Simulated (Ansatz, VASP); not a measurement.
**MgSe in VASP and in Ansatz**

The input INCAR:

```
ALGO = Fast
EDIFF = 1E-7
ENCUT = 520
GGA = PS
ISIF = 2
ISMEAR = 0
LASPH = T
LCHARG = F
LREAL = F
LWAVE = F
NBANDS = 11
NELM = 60
PREC = Accurate
SIGMA = 0.1
```

KPOINTS

```
k-points
0
Gamma
  6 6 6
```

The input POSCAR:

```
MgSe
1.0
    0.0000000000      2.7255000000      2.7255000000
    2.7255000000      0.0000000000      2.7255000000
    2.7255000000      2.7255000000      0.0000000000
Mg Se
1 1
Direct
    0.0000000000      0.0000000000      0.0000000000
    0.5000000000      0.5000000000      0.5000000000
```

Input for Ansatz:

```yaml
crystal:
  lattice:
    - [0.0, 2.7255, 2.7255]
    - [2.7255, 0.0, 2.7255]
    - [2.7255, 2.7255, 0.0]
  atoms:
    - { symbol: Mg, position: [0.0, 0.0, 0.0] }
    - { symbol: Se, position: [0.5, 0.5, 0.5] }
basis:
  ecutwfc: 420
kpoints:
  mp_grid: { grid: [6, 6, 6] }
hamiltonian:
  xc: pbesol
scf:
  occupations: { method: gaussian, width: 0.1 }
output:
  forces: true
  stress: true
  eigenvalues: true
```

Alike in both runs: task single point; functional PBEsol; k mesh 6 × 6 × 6; occupations gaussian, width 0.1 eV; no spin polarisation.

|  | VASP | Ansatz |
| --- | --- | --- |
| version | VASP 6.6.1 | Ansatz 0.2.0 |
| potentials or method | VASP PAW PBE potentials, release 64 (Mg, Se) | scalar-relativistic, plane waves, PAW |
| plane-wave cutoff (eV) | 520 | 420 |
| valence electrons in the cell | 8 | 26 |

```csv
,VASP,Ansatz,Ansatz less VASP
gap on the k mesh at the Fermi level (eV),1.76,1.77,+0.013
least direct gap on the mesh (eV),2.50,2.50,-0.001
pressure (GPa),-0.1,0.0,+0.07
```

With one functional, cell and mesh, what is left measures potentials, basis and numerics. The two sets of potentials don't hold the same shells in valence.

Caveats: the PAW data sets were made with another functional, which shifts forces and pressure a little (VASP). A k mesh can miss the band edges.
